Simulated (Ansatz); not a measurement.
Ansatz input

```yaml
crystal:
  lattice:
    - [0.0, 2.46335056, 2.46335056]
    - [2.46335056, 0.0, 2.46335056]
    - [2.46335056, 2.46335056, 0.0]
  atoms:
    - { symbol: Tl, position: [0.0, 0.0, 0.0] }
hamiltonian:
  xc: r2scan
  pseudopotentials:
    kind: paw
    azcp:
      Tl: "pseudopotentials/Tl.paw.azcp"
basis:
  ecutwfc: 500
  fft_grid_basis: typed
kpoints:
  mp_grid: { grid: [6, 6, 6], shift: [0, 0, 0] }
magnetization:
  spin_polarized: false
scf:
  occupations: { method: fermi_dirac, width: 0.1 }
```

and its output:

```
Engine: ansatz 0.2.0, aarch64-unknown-linux-gnu
Pseudopotentials: kind: paw
Pseudopotential: Tl, paw, valence charge 13, recommended cutoff 500 eV (meta_gga) 
Functional definition: r2SCAN
  parameter k0 = 0.174
  parameter k1 = 0.065
  parameter a1 = 4.9479
  exchange = r2scan_x(k0 = k0, k1 = k1, a1 = a1)
  correlation = r2scan_c
Crystal: 1 atoms, lattice volume = 29.896 Å³
Basis set: ecut = 500 eV, 749 PW (Γ), exchange–correlation on 108×108×108 points (64 copies of the dense FFT grid, shifted against one another)
Bands: 11, of which v1, the nominal top of the filled ones, is band 7 counted from 1 (6 counted from 0)
Symmetry: 48 space group operations
Space group: Fm-3m (ITA 225), of the structure as read, at distance tolerance 3.1e-5 Å
k-points: 16 of 216
Non-local potential: Tl, projectors of the file, l = 0: 2, l = 1: 2, l = 2: 2, l = 3: 1
PAW form: soft (Blöchl's): semilocal exchange-correlation on the pseudo side does not see the compensation charge
PAW frozen core: Tl, regenerated for the run's functional (the file was generated under x = pbe(κ = 0.804, μ = 0.2195149727645171), c = pbe(β = 0.06672455060314922))
PAW one-centre angular grid: Tl, 590 points (default); XC on 160 Gauss nodes
Initial density: superposition of atomic densities (neutral atoms: chi_scale 0, normalization atom), corrected by the library's trained network
Initial wavefunctions: pseudopotential atomic-orbital guess
Functional: x = r2scan, c = r2scan; τ floored in thin density (d = 2e-4 eV/Å³)
SCF iter   1: F=—  HF=-11458.581845 eV  |F-HF|=—  |Δ(HF+E_count)|=         —  Δρ=7.76e-3  dr2=1.58e-2  dr2_τ=5.79e-3  ethr=1.77e-3  ⟨swp⟩=5.3  Hψ=1133  notcnv=0
SCF iter   2: F=—  HF=-11458.576750 eV  |F-HF|=—  |Δ(HF+E_count)|=   5.09e-3  Δρ=1.03e-3  dr2=1.22e-4  dr2_τ=4.71e-4  ethr=1.22e-4  ⟨swp⟩=2.5  Hψ=469  notcnv=0  defer=4
SCF iter   3: F=—  HF=-11458.576997 eV  |F-HF|=—  |Δ(HF+E_count)|=   2.47e-4  Δρ=4.37e-4  dr2=2.39e-5  dr2_τ=4.42e-6  ethr=9.37e-7  ⟨swp⟩=2.5  Hψ=270  notcnv=0  defer=4
SCF iter   4: F=—  HF=-11458.577052 eV  |F-HF|=—  |Δ(HF+E_count)|=   5.58e-5  Δρ=5.31e-5  dr2=8.13e-7  dr2_τ=2.25e-8  ethr=1.84e-7  ⟨swp⟩=2.1  Hψ=274  notcnv=0  defer=4
iter 5 did not close the SCF: its close was put off for the readings that it lacked (scf_convergence_deferred on its scf_iter line)
SCF iter   5: F=-11458.577052 eV  HF=-11458.577052 eV  |F-HF|=1.69e-9  |Δ(HF+E_count)|=   1.04e-8  Δρ=4.11e-6  dr2=5.20e-9  dr2_τ=4.11e-10  ethr=6.25e-9  ⟨swp⟩=2.0  Hψ=270  notcnv=0  defer=4
SCF iter   6: F=-11458.577052 eV  HF=-11458.577052 eV  |F-HF|=5.11e-10  |Δ(HF+E_count)|=   5.16e-9  Δρ=1.74e-6  dr2=1.02e-9  dr2_τ=9.27e-11  ethr=4.00e-11  ⟨swp⟩=1.0  Hψ=518  notcnv=0
SCF 1 converged in 6 iterations: F = -11458.577052 eV  dr2 = 1.02e-9
SCF converged after 6 iterations
Free energy (F): -11458.577052 eV
Harris-Foulkes:  -11458.577052 eV  (|F-HF|=5.11e-10)
Internal energy: -11458.554416 eV  (E = F + TS)
E sigma→0 (E₀):  -11458.565734 eV
Entropy (-TS):   -0.022636 eV (-22.636 meV/atom)
Fermi energy:    9.636769 eV
--- Per-component energies (eV) ---
  E_band       = -6.383281
  E_kinetic    = 334.281881
  E_local      = -903.243281  (includes V_loc(G=0)·N_el)
  E_nonlocal   = 317.294233
  E_hartree    = 334.635109
  E_xc         = -218.529787
  E_vxc        = -156.601498  (∫ρ·V_xc dr)
  E_paw        = -10191.687870  (= ΣΔE_a)
  E_vpaw       = -279.450565  (= ΣTr[D̂ρ^β])
  E_aug_tail   = 0.000019  (compensation charges beyond the density's cutoff)
  E_vtau       = 12.064557  (kinetic-family band-sum trace: ∫τ·v_τ [+ j·A + Jᵃ·Aᵃ] dr)
  E_ewald      = -1132.344481
  E_core_change = 1.039761  (= ΣΔE_core)
  E_smearing   = -0.022636  (= −TS)
  E_closure    = 0.000000  (closes the sum)
  Σ components = -11458.577052   (vs F -11458.577052, Δ=0.00e0)
```

Command:

```sh
ansatz run input.yaml --threads 4 --pin off --max-ram 8192MiB --backend cpu --events-out ev --progress --plain --runs-dir out
```

On 4 threads of Arm Neoverse V1 (shared host) this took about 0.54 s of wall time and 1.4 s of CPU time, with 0.31 GiB at the peak.
